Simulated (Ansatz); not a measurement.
BP

Level of theory: DFT, r²SCAN, scalar-relativistic, no spin polarisation; plane waves to 500 eV with PAW datasets (Ansatz 0.2.0), Γ-centred 8×8×8 mesh, 0.05 eV Gaussian smearing. The datasets are Ansatz's generated set soft_2.

```xyz
2
Lattice="0.0000 2.2677 2.2677 2.2677 0.0000 2.2677 2.2677 2.2677 0.0000" Properties=species:S:1:pos:R:3 pbc="T T T"
B     0.0000    0.0000    0.0000
P     3.4016    3.4016    3.4016
```

The chain of runs began from a cell as deposited in COD, expanded in volume.

The run above is the reference. The same cell was run again with other input settings; several of them aren't fit for production, so the rows show the settings' effect and aren't properties of the material.

| keys changed | outcome | ΔE (meV/atom) | P (GPa) | gap on the mesh (eV) | cell moment (μB) | largest force component (eV/Å) | SCF iterations | rough core-seconds | new warnings |
| --- | --- | --- | --- | --- | --- | --- | --- | --- | --- |
| none (reference) | converged | 0.0 | 0.1 | 1.44 | – | 0.000 | – | – | – |
| scf.occupations.width: 0.05 → 0.001; scf.occupations.method: "gaussian" → "methfessel_paxton"; hamiltonian.dispersion: "d4" | converged | – | -1.6 | 1.44 | – | 0.000 | 6 | 2.7 | – |
| hamiltonian.xc: "r2scan" → "pbe"; scf.mixing.preconditioner: "local_kerker"; scf.n_extra_bands: 1 | converged | – | 1.4 | 1.27 | – | 0.000 | 6 | 0.8 | – |
| kpoints.mp_grid.grid: [8, 8, 8] → [10, 10, 10] | converged | -0.9 | 0.1 | 1.41 | – | 0.000 | 6 | 3 | – |
| scf.mixing.algorithm: "broyden"; scf.mixing.beta: 0.9 | converged | 0.0 | 0.1 | 1.44 | – | 0.000 | 6 | 1.9 | – |
| scf.algorithm: "direct_min"; scf.eigensolver.kind: "davidson"; basis.precision: "f64" | converged | 0.0 | 0.1 | 1.44 | – | 0.000 | 4 | 3 | – |

These changes also left energy (to 0.1 meV/atom), pressure, gap, moment and forces as in the reference: accuracy: "medium".

ΔE is the energy with the smearing extrapolated to zero. It is left out where the change alters the Hamiltonian or the spin treatment. The varied runs start from atomic densities (corrected by the program's trained start where that serves), with the default search for lower states unless a row changes it.

(1) What happens with these changes: kpoints.mp_grid.grid: [8, 8, 8] → [10, 10, 10]; scf.algorithm: "density_mixing"?

(2) What happens with these changes: scf.occupations.width: 0.05 → null; scf.occupations.method: "gaussian" → "tetrahedron"; scf.lower_state_search: "off"; hamiltonian.dispersion: "d4"?

Answers:

(1) outcome converged, ΔE (meV/atom) -0.9, P (GPa) 0.1, gap on the mesh (eV) 1.41, largest force component (eV/Å) 0.000, SCF iterations 6, rough core-seconds 2.4.

(2) outcome converged, P (GPa) -1.6, gap on the mesh (eV) 1.44, largest force component (eV/Å) 0.000, SCF iterations 6, rough core-seconds 2.3, new warnings band table not solved further; tetrahedron derivatives may miss energy slope.

The pair part of a dispersion correction pulls inward (a three-body part mostly pushes out), and in metals and ionic crystals with large ions it often overbinds.

1 further run (cut off, refused for memory, with changed atoms or starts, or in doubt) is left out.

At this volume the pressure is 0.14 GPa; it isn't quite the equilibrium of this level of theory.

Of the reference: Kohn–Sham gaps of semilocal functionals lie under measured ones, often by a third or more.
